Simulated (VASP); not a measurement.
# MoS2 (P6_3/mmc) in VASP: further runs, part 2 of 2

VASP 6.6.1. Earlier steps stand in the parts before.

## (5) Relaxation of cell and atoms, PBE+D3(BJ), target pressure 5.6 GPa, at which the enthalpy is minimised

This run uses another cell than the first one, of 15.99 Å³/atom, 0.895 times its volume.

Contents of INCAR:

```
SYSTEM = MoS2
PREC = Accurate
ENCUT = 600
EDIFF = 1E-7
ISMEAR = 0
SIGMA = 0.03
LREAL = .FALSE.
LASPH = .TRUE.
NELM = 80
ALGO = Normal
ISIF = 3
LWAVE = .FALSE.
LCHARG = .FALSE.
GGA = PE
IVDW = 12
IBRION = 2
NSW = 90
EDIFFG = -0.005
PSTRESS = 56.0
KPAR = 2
```

Contents of KPOINTS:

```
Automatic mesh
0
G
  12 12 3
  0 0 0
```

Contents of POSCAR:

```
MoS2                                    
1.0
    3.1035281094     -0.0000000000      0.0000000000
   -1.5517640547      2.6877341841      0.0000000000
    0.0000000000      0.0000000000     11.5039001035
  Mo              S             
     2     4
Direct
     0.3333333332999970    0.6666666667000030    0.2500000000000000
     0.6666666667000030    0.3333333332999970    0.7500000000000000
     0.3333333332999970    0.6666666667000030    0.6136768130161619
     0.6666666667000030    0.3333333332999970    0.1136768130161621
     0.3333333332999970    0.6666666667000030    0.8863231869838381
     0.6666666667000030    0.3333333332999970    0.3863231869838378
```

Command:

```
cat potpaw_PBE.64/Mo_sv/POTCAR potpaw_PBE.64/S/POTCAR > POTCAR
mpirun -np 2 vasp_std > vasp.out
```

It took 84 s on 2 MPI ranks of Intel Xeon 6975P-C (Granite Rapids), shared host; peak memory 0.32 GiB.

The run converged. Its results:

```
Free energy                                            : -46.0491 eV
Relaxed volume                                         : 15.99 Å³/atom
Relaxed cell                                           : a = 3.103 Å, b = 3.103 Å, c = 11.507 Å, α = 90.00°, β = 90.00°, γ = 120.00°
Space group after relaxing (to 0.05 Å)                 : P6_3/mmc (No. 194)
Energy change on relaxing (the enthalpy is what falls) : +0.2 meV/atom
Ionic steps                                            : 2
Pressure after relaxing                                : 5.6 GPa
Band gap on the k mesh                                 : 0.48 eV, indirect (least direct gap 1.81 eV)
Dispersion energy per atom                             : -0.475 eV
```

The path:
```tsv
step	energy change (eV)	largest force (eV/Å)	pressure (GPa)	volume (Å³)
1	0.0000	0.0038	5.58	95.96
2	0.0009	0.0013	5.60	95.93
```

Final structure:
```cif
data_structure
_symmetry_space_group_name_H-M 'P 1'
_symmetry_Int_Tables_number 1
_cell_length_a 3.1027
_cell_length_b 3.1027
_cell_length_c 11.5067
_cell_angle_alpha 90.000
_cell_angle_beta 90.000
_cell_angle_gamma 120.000
_cell_volume 95.93
loop_
_atom_site_label
_atom_site_type_symbol
_atom_site_fract_x
_atom_site_fract_y
_atom_site_fract_z
_atom_site_occupancy
Mo1 Mo 0.33333 0.66667 0.25000 1
Mo2 Mo 0.66667 0.33333 0.75000 1
S1 S 0.33333 0.66667 0.61366 1
S2 S 0.66667 0.33333 0.11366 1
S3 S 0.33333 0.66667 0.88634 1
S4 S 0.66667 0.33333 0.38634 1
```

Levels at points of the mesh, in eV from the valence-band top:
```
           k point  band 24  band 25  band 26  band 27  band 28  band 29
(0.00, 0.00, 0.00)    -1.66    -0.84     0.00     1.97     1.98     2.01
(0.50, 0.00, 0.00)    -1.80    -1.56    -1.55     1.58     1.67     1.87
```

Caveat: the cell is relaxed towards a set pressure, so the enthalpy falls and the energy may rise; an odd mesh through Γ misses points on the zone boundary, where band edges often lie.

## (6) Relaxation of cell and atoms, PBE+D3(BJ)

Contents of INCAR:

```
ALGO = Normal ; EDIFF = 1E-6
EDIFFG = -0.01 ; ENCUT = 600
GGA = PE ; IBRION = 2
ISIF = 3 ; ISMEAR = 0
IVDW = 12 ; KPAR = 4
LASPH = True ; LCHARG = False
LREAL = False ; LWAVE = False
NELM = 80 ; NSW = 90
PREC = Accurate ; SIGMA = 0.03
```

Contents of KPOINTS:

```
k-points
0
Gamma
  12 12 3
```

Contents of POSCAR:

```
MoS2
1.0
    3.1690000000      0.0000000000      0.0000000000
   -1.5845000000      2.7444345046      0.0000000000
    0.0000000000      0.0000000000     12.3240000000
Mo S
2 4
Direct
    0.3333333333      0.6666666667      0.2500000000
    0.6666666667      0.3333333333      0.7500000000
    0.3333333333      0.6666666667      0.6230000000
    0.6666666667      0.3333333333      0.1230000000
    0.3333333333      0.6666666667      0.8770000000
    0.6666666667      0.3333333333      0.3770000000
```

Potentials or basis: VASP PAW PBE potentials, release 64 (Mo_sv, S).

Command:

```
cat potpaw_PBE.64/Mo_sv/POTCAR potpaw_PBE.64/S/POTCAR > POTCAR
mpirun -np 4 vasp_std > vasp.out
```

Wall time 4.5 min (4 MPI ranks of Intel Xeon Platinum 8488C (Sapphire Rapids), shared host); peak memory 0.35 GiB.

The run converged. Its results:

```
Free energy                            : -46.1731 eV
Relaxed volume                         : 17.30 Å³/atom
Relaxed cell                           : a = 3.149 Å, b = 3.149 Å, c = 12.089 Å, α = 90.00°, β = 90.00°, γ = 120.00°
Space group after relaxing (to 0.05 Å) : P6_3/mmc (No. 194)
Energy gained by relaxing              : 2.8 meV/atom
Ionic steps                            : 11
Pressure after relaxing                : 0.0 GPa
Band gap on the k mesh                 : 0.80 eV, indirect (least direct gap 1.71 eV)
Dispersion energy per atom             : -0.438 eV
```

Step by step:
```
step  energy change (eV)  largest force (eV/Å)  pressure (GPa)  volume (Å³)
   1              0.0000                0.0753           -2.05       107.18
   2              0.0163                0.5260            3.47       103.67
   3             -0.0088                0.1417           -0.09       105.86
   4             -0.0114                0.0580           -0.06       105.44
   5             -0.0115                0.0366           -0.07       105.33
   6             -0.0130                0.0355           -0.03       105.08
   7             -0.0160                0.0313            0.07       104.31
   8             -0.0149                0.0206            0.41       102.76
   9             -0.0168                0.0313            0.21       103.72
  10             -0.0145                0.1359           -1.02       104.15
  11             -0.0169                0.0015           -0.01       103.80
```

Final structure:
```yaml
crystal:
  lattice:
    - [3.14878, 0.00000, 0.00000]
    - [-1.57439, 2.72692, 0.00000]
    - [0.00000, 0.00000, 12.08852]
  atoms:
    - { symbol: Mo, position: [0.33333, 0.66667, 0.25000] }
    - { symbol: Mo, position: [0.66667, 0.33333, 0.75000] }
    - { symbol: S, position: [0.33333, 0.66667, 0.62053] }
    - { symbol: S, position: [0.66667, 0.33333, 0.12053] }
    - { symbol: S, position: [0.33333, 0.66667, 0.87947] }
    - { symbol: S, position: [0.66667, 0.33333, 0.37947] }
```

Levels at points of the mesh, in eV from the valence-band top:
| k point | band 23 | band 24 | band 25 | band 26 | band 27 | band 28 | band 29 | band 30 |
| --- | --- | --- | --- | --- | --- | --- | --- | --- |
| (0.00, 0.00, 0.00) | -2.15 | -1.27 | -1.11 | 0.00 | 2.09 | 2.09 | 2.13 | 2.13 |
| (0.50, 0.00, 0.00) | -1.78 | -1.52 | -1.49 | -1.33 | 1.62 | 1.68 | 2.00 | 2.31 |

Caveat: an odd mesh through Γ misses points on the zone boundary, where band edges often lie.
